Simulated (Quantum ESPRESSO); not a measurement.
## ZrC under changes of volume

One of the cells (13.228 Å³/atom); the others are scaled copies at fixed shape and fractional positions:

```
Zr C
1.0
     0.00000    2.36500    2.36500
     2.36500    0.00000    2.36500
     2.36500    2.36500    0.00000
Zr C
1 1
Direct
  0.50000 0.50000 0.50000
  0.00000 0.00000 0.00000
```

```yaml
Program: Quantum ESPRESSO 7.5
Functional: PBE
Potentials_or_basis: SSSP 1.3 efficiency PBE
Cutoff: 748 eV
Density_cutoff: 5987 eV
k_mesh: 10 × 10 × 10
Occupations: fermi-dirac, width 0.05 eV
Spin: no spin polarisation
```

```csv
volume (Å³/atom),energy over the lowest point (meV/atom),pressure (GPa)
12.434,21.14,11.7
12.699,6.32,6.2
12.963,0.00,1.4
13.228,1.37,-3.1
13.493,?,?
13.757,24.22,-10.6
14.022,44.41,-13.9
```

Question: What does the run at 13.493 Å³/atom give?

Answer: Energy over the lowest point 9.67 meV/atom; pressure -7.0 GPa.

Worked out: A Birch-Murnaghan fit of order 3 (a polynomial in V^(-2/3)) to the other rows has its minimum at 13.05 Å³/atom with B0 = V·E''(V) = 222 GPa and B' = 4.1. It gives 9.69 meV/atom at 13.493 Å³/atom, against the run's 9.67, and -dE/dV = -7.0 GPa, against -7.0.

Energies are extrapolated to zero smearing.
